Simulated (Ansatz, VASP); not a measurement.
Zr in VASP and in Ansatz

File INCAR:

```
PREC     = Accurate       # precision mode
ENCUT    = 520            # plane-wave cutoff, eV
EDIFF    = 1E-8           # SCF threshold, eV
ISMEAR   = -1             # smearing method
SIGMA    = 0.05           # smearing width, eV
LREAL    = F              # projectors in reciprocal space
LASPH    = T              # aspherical terms in the spheres
NELM     = 100            # most SCF steps
ALGO     = Normal         # electronic algorithm
ISIF     = 2              # what is computed and relaxed
LWAVE    = F              # write WAVECAR
LCHARG   = F              # write CHGCAR
LEFG     = T            
NBANDS   = 12             # bands
```

KPOINTS

```
regular mesh
0
Gamma
  13 13 13
```

Contents of POSCAR:

```
Zr
1.0
   -1.7908472709      1.7908472709      1.7908472709
    1.7908472709     -1.7908472709      1.7908472709
    1.7908472709      1.7908472709     -1.7908472709
Zr
1
Direct
    0.0000000000      0.0000000000      0.0000000000
```

Input for Ansatz:

```yaml
crystal:
  lattice:
    - [-1.7908472709, 1.7908472709, 1.7908472709]
    - [1.7908472709, -1.7908472709, 1.7908472709]
    - [1.7908472709, 1.7908472709, -1.7908472709]
  atoms:
    - { symbol: Zr, position: [0.0, 0.0, 0.0] }
kpoints:
  mp_grid: { grid: [13, 13, 13] }
  band_path:
    path:
      - [0.0, 0.0, 0.0]
      - [0.5, -0.5, 0.5]
      - [0.0, 0.0, 0.5]
      - [0.0, 0.0, 0.0]
      - [0.25, 0.25, 0.25]
      - [0.5, -0.5, 0.5]
      - [0.25, 0.25, 0.25]
      - [0.0, 0.0, 0.5]
    npoints: 5
scf:
  occupations: { method: fermi_dirac, width: 0.05 }
hamiltonian:
  xc: lda
  pseudopotentials: { kind: paw }
output:
  forces: true
  stress: true
  eigenvalues: true
  efg: { contact_densities: true }
```

Alike in both runs: task electric field gradients; functional LDA; k mesh 13 × 13 × 13; occupations fermi-dirac, width 0.05 eV; no spin polarisation.

|  | VASP | Ansatz |
| --- | --- | --- |
| version | VASP 6.6.1 | Ansatz 0.2.0 |
| potentials or method | VASP PAW LDA potentials, release 64 (Zr_sv) | PAW with Ansatz's default frozen-core files, scalar-relativistic |
| plane-wave cutoff (eV) | 520 | 420 |
| valence electrons in the cell | 12 | 12 |

```csv
,VASP,Ansatz,Ansatz less VASP
pressure (GPa),-7.3,-7.4,-0.08
Vzz of the field gradient on the site that differs most (V/Å²),0.0,0.0,0.00
```

Ansatz warned: «gradients_without_spin_orbit».
